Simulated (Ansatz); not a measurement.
# Electric field gradients in HfO2

The cell is a Materials Project structure (computed, not necessarily an observed phase), its atoms then relaxed with PBE in this cell.

```cif
data_HfO2
_symmetry_space_group_name_H-M 'P2_1/c'
_symmetry_Int_Tables_number 14
_cell_length_a 5.0942
_cell_length_b 5.1506
_cell_length_c 5.2762
_cell_angle_alpha 90.000
_cell_angle_beta 99.559
_cell_angle_gamma 90.000
loop_
_atom_site_label
_atom_site_type_symbol
_atom_site_symmetry_multiplicity
_atom_site_Wyckoff_symbol
_atom_site_fract_x
_atom_site_fract_y
_atom_site_fract_z
Hf Hf 4 e 0.2773 0.4582 0.7079
O5 O 4 e 0.4450 0.7414 0.9814
O9 O 4 e 0.0741 0.3421 0.3364
```

One atom of each set is listed.

Method: Kohn–Sham DFT in Ansatz, r2SCAN, plane waves and PAW (field gradients read without the response of the frozen cores, which leaves them typically 4 to 6 % off), scalar-relativistic, 500 eV cutoff, Γ-centred 5×5×5 k-points, Fermi–Dirac smearing 0.02 eV.

V_zz is the principal component of the electric field gradient with the largest magnitude, η = (V_xx − V_yy)/V_zz and C_Q = eQV_zz/h.

Hf-177: I = 7/2, Q = 3365 mb; ¹⁷O: I = 5/2, Q = -25.58 mb. Quadrupole moments are those of Pyykkö's year-2017 table.

```
site  atoms          first shell  V_zz (10²¹ V/m²)     η  C_Q (MHz)
  Hf      4   7 O at 2.04–2.23 Å             11.81  0.19        961
  O5      4  4 Hf at 2.13–2.23 Å              1.16  0.94     -0.718
  O9      4  3 Hf at 2.04–2.14 Å             -1.40  0.80      0.865
```

Without spin–orbit coupling the gradients at and beside Hf can be off by some per cent, at some sites by more. Where η is near 1 the sign of V_zz means little.

The run took 42 s of wall time (42 s of CPU time) and 0.94 GiB at its peak, on 1 thread of AMD EPYC 9R14 (Zen 4) (x86_64; 16 cores open to the job, memory cap 3.0 GiB, no GPU), a shared host with a load of 0.2 a core.
